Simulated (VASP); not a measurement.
# Cs2AgBiBr6: relaxation of cell and atoms with PBEsol

Cs2AgBiBr6:

```
Cs Ag Bi Br
1.0
     0.00000    5.61610    5.61610
     5.61610    0.00000    5.61610
     5.61610    5.61610    0.00000
Cs Ag Bi Br
2 1 1 6
Direct
  0.25000 0.25000 0.25000
  0.75000 0.75000 0.75000
  0.50000 0.50000 0.50000
  0.00000 0.00000 0.00000
  0.25055 0.74945 0.25055
  0.25055 0.74945 0.74945
  0.74945 0.25055 0.74945
  0.74945 0.25055 0.25055
  0.25055 0.25055 0.74945
  0.74945 0.74945 0.25055
```

```json
{
 "Program": "VASP 6.6.1",
 "Task": "relaxation of cell and atoms",
 "Functional": "PBEsol",
 "Potentials or basis": "VASP PAW PBE potentials, release 64 (Cs_sv, Ag, Bi_d, Br)",
 "Cutoff": "600 eV",
 "k mesh": "4 × 4 × 4",
 "Occupations": "gaussian, width 0.03 eV",
 "Spin": "no spin polarisation",
 "Further INCAR settings": "ALGO = Normal; EDIFF = 1e-06; IBRION = 2; EDIFFG = -0.01; NSW = 90; ISIF = 3"
}
```

```
Relaxed volume                         : 35.00 Å³/atom
Relaxed cell                           : a = 7.911 Å, b = 7.911 Å, c = 7.911 Å, α = 60.00°, β = 60.00°, γ = 60.00°
Space group after relaxing (to 0.05 Å) : Fm-3m (No. 225)
Energy gained by relaxing              : 3.6 meV/atom
Ionic steps                            : 4
Pressure after relaxing                : 0.0 GPa
Band gap on the k mesh                 : 1.10 eV, indirect (least direct gap 2.33 eV)
```

The path:
```
step  energy change (eV)  largest force (eV/Å)  pressure (GPa)  volume (Å³)
   1              0.0000                0.3080           -0.01       354.27
   2             -0.0216                0.1759           -0.14       354.19
   3             -0.0324                0.0026           -0.28       354.09
   4             -0.0359                0.0012            0.02       350.03
```

Final structure:
```
Cs Ag Bi Br
1.0
     0.00000    5.59361    5.59361
     5.59361    0.00000    5.59361
     5.59361    5.59361    0.00000
Cs Ag Bi Br
2 1 1 6
Direct
  0.25000 0.25000 0.25000
  0.75000 0.75000 0.75000
  0.50000 0.50000 0.50000
  0.00000 0.00000 0.00000
  0.25399 0.74601 0.25399
  0.25399 0.74601 0.74601
  0.74601 0.25399 0.74601
  0.74601 0.25399 0.25399
  0.25399 0.25399 0.74601
  0.74601 0.74601 0.25399
```

Levels at points of the mesh, in eV from the valence-band top:
```tsv
k point	band 41	band 42	band 43	band 44	band 45	band 46
(0.00, 0.00, 0.00)	-1.25	-0.63	-0.63	2.06	2.06	2.06
(0.50, 0.00, 0.00)	-1.54	-1.26	-1.26	1.10	3.52	3.52
(0.50, 0.50, 0.00)	-1.27	-0.64	0.00	2.58	2.58	2.95
```

It took 3.2 min on 2 MPI ranks on Intel(R) Xeon(R) 6975P-C (Granite Rapids), with other jobs on the host, peak memory 0.74 GiB a rank.

Caveat: the PAW data sets were made with another functional, which shifts forces and pressure a little; spin-orbit coupling is left out, which as a rule narrows the gap of such compounds by several tenths of an eV. A k mesh can miss the band edges.
